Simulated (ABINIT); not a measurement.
Here is an ABINIT 10.8.3 (patched build) calculation.

The input run.abi:

```
pp_dirpath "./"
pseudos "Sn.LDA_PW-JTH_sp.xml, Se.LDA_PW-JTH.xml"

acell 3*1.0 Angstrom
rprim
     3.8110000000     0.0000000000     0.0000000000
    -1.9055000000     3.3004228138     0.0000000000
     0.0000000000     0.0000000000     6.1360000000
ntypat 2
znucl 50 34
natom 3
typat 1 2 2
xred
     0.0000000000     0.0000000000     0.0000000000
     0.6666666667     0.3333333333     0.7510000000
     0.3333333333     0.6666666667     0.2490000000

ecut 15.0
pawecutdg 30.0

kptopt 4
ngkpt 6 6 4
nshiftk 1
shiftk 0.0 0.0 0.0

ixc 7

nband 24
occopt 3
tsmear 0.05 eV

nspinor 2
nspden 1
pawspnorb 1

nstep 100
tolvrs 1.0e-9

iomode 3
prtwf 0
prtden 0
prteig 0
prtebands 0
enunit 2
```

Potentials or basis: JTH PAW LDA v2.0 sp.

Command:

```bash
$ abinit run.abi > log 2>&1
```

Question: Predict the pressure.

Answer: 1.1 GPa.

Question: What does it give for the largest force?

Answer: 0.523 eV/Å.

Question: What does it give for the band gap on the k mesh?

Answer: 0.60 eV, indirect (least direct gap 0.79 eV).

Stress tensor (GPa, compression positive):
```
0.64 0.00 0.00
0.00 0.64 0.00
0.00 0.00 2.13
```

Caveat: this set keeps more shells in the core, which shifts pressures and gaps. A k mesh can miss the band edges.
